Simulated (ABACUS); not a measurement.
# Au (Fm-3m) in ABACUS: equation of state, part 2 of 2

ABACUS 3.10.1.

### 7 Equation of state, PBEsol, 17.53 Å³/atom (volume scaled by 1.04)

Input file INPUT:

```
INPUT_PARAMETERS
suffix              Au
calculation         scf
basis_type          pw
pseudo_dir          ./
symmetry            1
dft_functional      pbesol
ecutwfc             76
pseudo_rcut         7
nspin               1
nbands              14
ks_solver           dav
smearing_method     fd
smearing_sigma      0.00367493
scf_thr             1e-08
scf_nmax            100
mixing_type         broyden
mixing_beta         0.7
cal_force           1
cal_stress          1
kpar                4
```

Input file STRU:

```
ATOMIC_SPECIES
Au 196.9666 Au.upf

LATTICE_CONSTANT
1.8897261246

LATTICE_VECTORS
0.0000000000 2.0617793868 2.0617793868
2.0617793868 0.0000000000 2.0617793868
2.0617793868 2.0617793868 0.0000000000

ATOMIC_POSITIONS
Direct

Au
0.0
1
0.0000000000 0.0000000000 0.0000000000 1 1 1
```

Input file KPT:

```
K_POINTS
0
Gamma
11 11 11 0 0 0
```

Potentials or basis: PseudoDojo NC SR 0.4.1 PBEsol standard, plane waves.

The run is started by

```console
$ OMP_NUM_THREADS=1 mpirun -np 4 abacus > log
```

running log:

```text
ABACUS v3.10.1

               Atomic-orbital Based Ab-initio Computation at UStc

 ------------------------------------------------------------------------------------

 READING GENERAL INFORMATION
                           global_out_dir = OUT.Au/
                           global_in_card = INPUT
                               pseudo_dir = ./
                              orbital_dir =
                                    DSIZE = 4
                                    GSIZE = 1

 READING UNITCELL INFORMATION
                                    ntype = 1
                  lattice constant (Bohr) = 1.88973
              lattice constant (Angstrom) = 1

 READING ATOM TYPE 1
                               atom label = Au
                      L=0, number of zeta = 1
                      L=1, number of zeta = 1
                      L=2, number of zeta = 1
             number of atom for this type = 1

                        TOTAL ATOM NUMBER = 1
DIRECT COORDINATES
    atom                   x                   y                   z     mag                  vx                  vy                  vz
taud_Au1            0.0000000000        0.0000000000        0.0000000000  0.0000        0.0000000000        0.0000000000        0.0000000000

                          Volume (Bohr^3) = 118.291
                             Volume (A^3) = 17.529

 Lattice vectors: (Cartesian coordinate: in unit of a_0)
                   +0            +2.06178            +2.06178
             +2.06178                  +0            +2.06178
             +2.06178            +2.06178                  +0
 Reciprocal vectors: (Cartesian coordinate: in unit of 2 pi/a_0)
            -0.242509           +0.242509           +0.242509
            +0.242509           -0.242509           +0.242509
            +0.242509           +0.242509           -0.242509
 The esolver type has been set to : ksdft_pw

                PAO radial cut off (Bohr) = 7

 Read in pseudopotential file is Au.upf
                     pseudopotential type = NC
          exchange-correlation functional = PBESOL
                 nonlocal core correction = 1
                        valence electrons = 19
                                     lmax = 3
                           number of zeta = 4
                     number of projectors = 7
                           L of projector = 0
                           L of projector = 0
                           L of projector = 1
                           L of projector = 1
                           L of projector = 2
                           L of projector = 2
                           L of projector = 3
     initial pseudo atomic orbital number = 10

 SETUP THE ELECTRONS NUMBER
            electron number of element Au = 19
      total electron number of element Au = 19
            AUTOSET number of electrons:  = 19
                           occupied bands = 10
                                   NBANDS = 14
                                   NLOCAL = 9

%%%%%%%%%%%%%%%%%%%%%%%%%%%%%%%%%%%%%%%%%%%%%%%%%%%%%%%%%%%%%%%%%%%%%%%%%%%%%%%%%%%%%%%%%%%%%%%%%%%%%%%%%%
 Warning: the number of valence electrons in pseudopotential > 11 for Au: [Xe] 4f14 5d10 6s1
 Pseudopotentials with additional electrons can yield (more) accurate outcomes, but may be less efficient.
 If you're confident that your chosen pseudopotential is appropriate, you can safely ignore this warning.
%%%%%%%%%%%%%%%%%%%%%%%%%%%%%%%%%%%%%%%%%%%%%%%%%%%%%%%%%%%%%%%%%%%%%%%%%%%%%%%%%%%%%%%%%%%%%%%%%%%%%%%%%%

 SETUP THE PLANE WAVE BASIS
 energy cutoff for charge/potential (unit:Ry) = 304
            fft grid for charge/potential = [ 32, 32, 32 ]
                        fft grid division = [ 1, 1, 1 ]
        big fft grid for charge/potential = [ 32, 32, 32 ]
                                     nbxx = 32768
                                     nrxx = 32768
[... 109 lines left out ...]

[... K-POINTS DIRECT COORDINATES: 14 rows ...]

 SETUP PLANE WAVES FOR WAVE FUNCTIONS
     energy cutoff for wavefunc (unit:Ry) = 76
              fft grid for wave functions = [ 32, 32, 32 ]
                    number of plane waves = 1917
                         number of sticks = 199

 PARALLEL PW FOR WAVE FUNCTIONS
     PROC   COLUMNS(POT)             PW
        1            199           1917
 --------------- sum -------------------
        1            199           1917

 SETUP NONLOCAL PSEUDOPOTENTIALS IN PLANE WAVE BASIS
 Au non-local projectors:
 projector 1 L=0
 projector 2 L=0
 projector 3 L=1
 projector 4 L=1
 projector 5 L=2
 projector 6 L=2
 projector 7 L=3
      TOTAL NUMBER OF NONLOCAL PROJECTORS = 25

 Init Non-Local PseudoPotential table :
 Init Non-Local-Pseudopotential done.

                                     npwx = 1363

 Make real space PAO into reciprocal space.
       max mesh points in Pseudopotential = 701
     dq(describe PAO in reciprocal space) = 0.01
                                    max q = 1050

 number of pseudo atomic orbitals for Au is 4
WARNING: norm of atomic wavefunction # 3 of atomic type Au is 0.999937, renormalized
WARNING: norm of atomic wavefunction # 4 of atomic type Au is 0.99798, renormalized

 -------------------------------------------
 SELF-CONSISTENT
 -------------------------------------------
                                 init_chg = atomic

 PW ALGORITHM --------------- ION=   1  ELEC=   1--------------------------------
 Notice: Threshold on eigenvalues was too large.
 hsover_error=0.19 > DRHO=0.0734255
 Origin diag ethr = 0.01
 New diag ethr = 0.00038645

 Density error is 0.0735814614702
                          Error Threshold = 0.000386450077407
----------------------------------------------------------
     Energy           Rydberg                 eV
----------------------------------------------------------
 E_KohnSham     -294.8197710369      -4011.2287691576
 E_Harris       -298.0581195716      -4055.2887613384
 E_Fermi        1.4927273341         20.3095973037
----------------------------------------------------------
[... 51 lines left out ...]
 Density error is 3.66100083623e-09
                          Error Threshold = 9.97230512531e-09
----------------------------------------------------------
     Energy           Rydberg                 eV
----------------------------------------------------------
 E_KohnSham     -294.8445866390      -4011.5664027457
 E_KS(sigma->0) -294.8445474164      -4011.5658690943
 E_Harris       -294.8440215130      -4011.5587138120
 E_band         -16.3524114384       -222.4859716030
 E_one_elec     -85.2891480511       -1160.4183910604
 E_Hartree      53.0863939204        722.2774435900
 E_xc           -50.2378860604       -683.5215058967
 E_Ewald        -212.4038680026      -2889.9028820758
 E_entropy(-TS) -0.0000784453        -0.0010673027
 E_descf        0.0000000000         0.0000000000
 E_exx          0.0000000000         0.0000000000
 E_Fermi        1.4523453000         19.7601715429
----------------------------------------------------------

 charge density convergence is achieved
 final etot is -4011.5664027 eV
 EFERMI = 19.760171543 eV

 STATE ENERGY(eV) AND OCCUPATIONS    NSPIN == 1
 1/14 kpoint (Cartesian) = 0.0000 0.0000 0.0000 (1363 pws)
       1       -85.8244     0.00150263
       2       -37.0336     0.00150263
       3       -37.0336     0.00150263
       4       -37.0336     0.00150263
       5        10.0871     0.00150263
       6        15.2019     0.00150263
       7        15.2019     0.00150263
       8        15.2019     0.00150263
       9        16.6609     0.00150263
      10        16.6609     0.00150263
      11        34.1912        0.00000
      12        38.0207        0.00000
      13        38.0207        0.00000
      14        38.0207        0.00000
[... 66 lines left out ...]
       1       -85.8145      0.0120210
       2       -37.2242      0.0120210
       3       -37.0629      0.0120210
       4       -37.0629      0.0120210
       5        12.6424      0.0120210
       6        15.1852      0.0120210
       7        15.1852      0.0120210
       8        17.7594      0.0120210
       9        17.7594      0.0120210
      10        18.3295      0.0120210
      11        23.2455    6.41087e-33
      12        33.7048        0.00000
      13        36.7095        0.00000
      14        36.7095        0.00000

[... levels at 8 further k points ...]

------------------------------------------------------------------------------------------
 TOTAL-FORCE (eV/Angstrom)
------------------------------------------------------------------------------------------
                       Au1         0.0000000000         0.0000000000         0.0000000000
------------------------------------------------------------------------------------------

----------------------------------------------------------------
 TOTAL-STRESS (KBAR)
----------------------------------------------------------------
       -51.3396979265         0.0000000000        -0.0000000000
        -0.0000000000       -51.3396979265         0.0000000000
        -0.0000000000         0.0000000000       -51.3396979265
----------------------------------------------------------------
 TOTAL-PRESSURE: -51.339698 KBAR

 --------------------------------------------
 !FINAL_ETOT_IS -4011.5664027456655276 eV
 --------------------------------------------
```

Wall time 4 s (4 MPI ranks of Intel Xeon Platinum 8488C (Sapphire Rapids), shared host); peak memory 0.24 GiB.

Results:

- Free energy: -4011.5664 eV
- Pressure: -5.1 GPa
- Band gap on the k mesh: none (metal or under the smearing width)

### 8 Equation of state, PBEsol, 17.87 Å³/atom (volume scaled by 1.06)

INPUT is that of step 7.

Input file STRU:

```
ATOMIC_SPECIES
Au 196.9666 Au.upf

LATTICE_CONSTANT
1.8897261246

LATTICE_VECTORS
0.0000000000 2.0749120936 2.0749120936
2.0749120936 0.0000000000 2.0749120936
2.0749120936 2.0749120936 0.0000000000

ATOMIC_POSITIONS
Direct

Au
0.0
1
0.0000000000 0.0000000000 0.0000000000 1 1 1
```

KPT is that of step 7.

The run is started by

```console
$ OMP_NUM_THREADS=1 mpirun -np 4 abacus > log
```

Run time: 3.5 s. Hardware: 4 MPI ranks of Intel Xeon Platinum 8488C (Sapphire Rapids), shared host; peak memory 0.24 GiB.

The run converged. Its results:

- Free energy: -4011.5527 eV
- Pressure: -7.8 GPa
- Band gap on the k mesh: none (metal or under the smearing width)

### 9 Equation of state, PBEsol

Potentials or basis: PseudoDojo NC SR 0.4.1 PBEsol standard, plane waves.

No new run: the results of the series are fitted here.

What came out:

```
Equilibrium volume                      : 16.97 Å³/atom
Bulk modulus                            : 176 GPa
Pressure derivative of the bulk modulus : 5.7
```

Energy against volume, from the lowest point:
```tsv
volume (Å³/atom)	energy (meV/atom)
15.843	47.85
16.181	22.24
16.518	6.71
16.855	0.00
17.192	1.03
17.529	8.84
17.866	22.56
```

The run has no spin-orbit coupling, so splittings on Au are missing.

### 10 Comparison with measurements

Step 9. A measured bulk modulus of Au is 167 GPa (quoted in “Exploring toroidal anvil profiles for larger sample volumes above 4 Mbar”, 2024, pmc:11102561); the calculated 176 GPa misses it by +5.6 %. The fit is for a static lattice scaled at fixed shape and fixed fractional positions.
